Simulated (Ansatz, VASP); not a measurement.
CuO: VASP beside Ansatz

```xyz
2
Lattice="2.8736 0.0000 0.0000 -1.4368 2.4887 0.0000 0.0000 0.0000 2.8045" Properties=species:S:1:pos:R:3 pbc="T T T"
Cu    0.0000    0.0000    0.0000
O     1.4368    0.8296    1.4023
```

Measurements of this composition are mostly on another form, of space group No. 15.

Alike in both runs: task single point; functional PBE; k mesh 11 × 11 × 10; occupations fermi-dirac, width 0.05 eV; no spin polarisation.

|  | VASP | Ansatz |
| --- | --- | --- |
| version | VASP 6.6.1 | Ansatz 0.2.0 |
| potentials or method | VASP PAW PBE potentials, release 64 (Cu, O) | Ansatz PAW |
| plane-wave cutoff (eV) | 520 | 420 |
| valence electrons in the cell | 17 | 25 |

Ansatz gave:

* gap on the k mesh at the Fermi level (eV): none
* pressure (GPa): -6.5
* largest component of the traceless stress (GPa): 7.53

Problem. Which values does VASP return?

Solution. gap on the k mesh at the Fermi level (eV): none; pressure (GPa): -6.4; largest component of the traceless stress (GPa): 7.55.

A gap of «none» marks a metal or a gap that the smearing closes. The two sets of potentials don't hold the same shells in valence.

Caveats: an odd number of electrons without spin polarisation forces a metal; a magnetic or distorted state may lie lower; the run has no spin polarisation, though such a crystal can be magnetic; semilocal functionals often make such compounds metallic where correlation or magnetic order opens a gap, which also shifts bond lengths; the pressure holds a Pulay correction of +0.7 GPa for the finite cutoff (Ansatz).
